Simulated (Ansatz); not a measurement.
# Cr2O3 (Eskolaite): the cost of one run

Program: Ansatz 0.2.0. Level of theory: DFT at more than one level, as each input shows. These are calculated values, not measurements.

2 further runs of the same task are left out: 2 set aside as unsound or not needed.

## Step 1: The starting structure

The structure is trigonal, space group R-3c (No. 167). The conventional cell has a = 5.070 Å, b = 5.070 Å, c = 13.687 Å, α = 90.00°, β = 90.00°, γ = 120.00°. Cr (site symmetry 3) is surrounded by 6 O at 2.00 to 2.04 Å. O (site symmetry 2) has 4 Cr at 2.00 to 2.04 Å as nearest neighbours.

As a file:

```xyz
10
Lattice="2.5349 1.4635 4.5622 -2.5349 1.4635 4.5622 0.0000 -2.9271 4.5622" Properties=species:S:1:pos:R:3 pbc="T T T"
Cr    0.0000    0.0000    4.7874
Cr    0.0000    0.0000    2.0559
Cr    0.0000    0.0000    8.8991
Cr    0.0000    0.0000   11.6307
O    -1.0132    1.4635    7.9838
O    -0.7609   -1.6092    7.9838
O     1.7740    0.1457    7.9838
O     1.0132   -1.4635    5.7027
O     0.7609    1.6092    5.7027
O    -1.7740   -0.1457    5.7027
```

## Step 2: Relax cell and atoms

input.yaml reads:

```yaml
crystal:
  lattice:
    - [2.5349081266, 1.4635298893, 4.5621738559]
    - [-2.5349081266, 1.4635298893, 4.5621738559]
    - [0.0, -2.9270597785, 4.5621738559]
  atoms:
    - { symbol: Cr, position: [0.3497886005, 0.3497886005, 0.3497886005], spin: 2.79 }
    - { symbol: Cr, position: [0.1502113995, 0.1502113995, 0.1502113995], spin: 2.79 }
    - { symbol: Cr, position: [0.6502113995, 0.6502113995, 0.6502113995], spin: 2.79 }
    - { symbol: Cr, position: [0.8497886005, 0.8497886005, 0.8497886005], spin: 2.79 }
    - { symbol: O, position: [0.550156232, 0.949843768, 0.25] }
    - { symbol: O, position: [0.25, 0.550156232, 0.949843768] }
    - { symbol: O, position: [0.949843768, 0.25, 0.550156232] }
    - { symbol: O, position: [0.449843768, 0.050156232, 0.75] }
    - { symbol: O, position: [0.75, 0.449843768, 0.050156232] }
    - { symbol: O, position: [0.050156232, 0.75, 0.449843768] }
basis:
  ecutwfc: 420
kpoints:
  mp_grid: { grid: [9, 9, 9] }
hamiltonian:
  xc: pbe
  hubbard: { sites: [{ species: Cr, l: d, u_eff: 3.7 }] }
scf:
  occupations: { method: gaussian, width: 0.02 }
output:
  forces: true
  stress: true
  eigenvalues: true
  populations: true
magnetization:
  spin_polarized: true
relax:
  adjacent_minimum: "off"
  f_tol: 0.005
  max_steps: 80
  cell: { stress_tol: 0.05 }
```

Launch:

```
$ ansatz run input.yaml --threads 4 --pin off --max-ram 10240MiB --backend cpu --events-out ev --progress --plain --runs-dir out
```

Q: Estimate wall time and peak memory on 4 threads of Arm Neoverse V1, shared host.

About 86 s, with a peak of 1.5 GiB.
